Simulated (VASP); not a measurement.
Wanted: the native input for a VASP 6.6.1 run.

- Task: relaxation of cell and atoms
- Functional: PBEsol
- Potentials or basis: VASP PAW PBE potentials, release 64 (Pb_d, S)
- Cutoff: 600 eV
- k mesh: 8 × 8 × 8
- Occupations: gaussian, width 0.03 eV
- Spin: no spin polarisation
- Further INCAR settings: ALGO = Normal; EDIFF = 1e-07; IBRION = 2; EDIFFG = -0.005; NSW = 90; ISIF = 3

The structure of PbS (Galena) lies in POSCAR:

```
PbS                                     
1.0
    0.0000000000      2.9517488637      2.9517488637
    2.9517488637      0.0000000000      2.9517488637
    2.9517488637      2.9517488637     -0.0000000000
  Pb              S             
     1     1
Direct
     0.0000000000000000    0.0000000000000000    0.0000000000000000
     0.5000000000000000    0.5000000000000000    0.5000000000000000
```

One way to write it, as run:

INCAR

```
SYSTEM = PbS
PREC = Accurate
ENCUT = 600
EDIFF = 1E-7
ISMEAR = 0
SIGMA = 0.03
LREAL = .False.
LASPH = .True.
NELM = 80
ALGO = Normal
ISIF = 3
LWAVE = .False.
LCHARG = .False.
GGA = PS
IBRION = 2
NSW = 90
EDIFFG = -0.005
```

KPOINTS

```
Automatic mesh
0
Gamma
  8 8 8
  0 0 0
```

Potentials or basis: VASP PAW PBE potentials, release 64 (Pb_d, S).

Run with:

```bash
$ cat potpaw_PBE.64/Pb_d/POTCAR potpaw_PBE.64/S/POTCAR > POTCAR
$ mpirun -np 1 vasp_std > vasp.out
```

It gave:

```json
{"Pressure after relaxing": "0.0 GPa", "Band gap on the k mesh": "0.20 eV, direct"}
```

Caveat: the relaxation stopped at its first step, so nothing moved; the PAW data sets were made with another functional, which shifts forces and pressure a little; spin-orbit coupling is left out, which as a rule narrows the gap of such compounds by several tenths of an eV.

It took 15 s on 1 thread of Intel(R) Xeon(R) 6975P-C (Granite Rapids), on a shared host, peak memory 0.21 GiB.
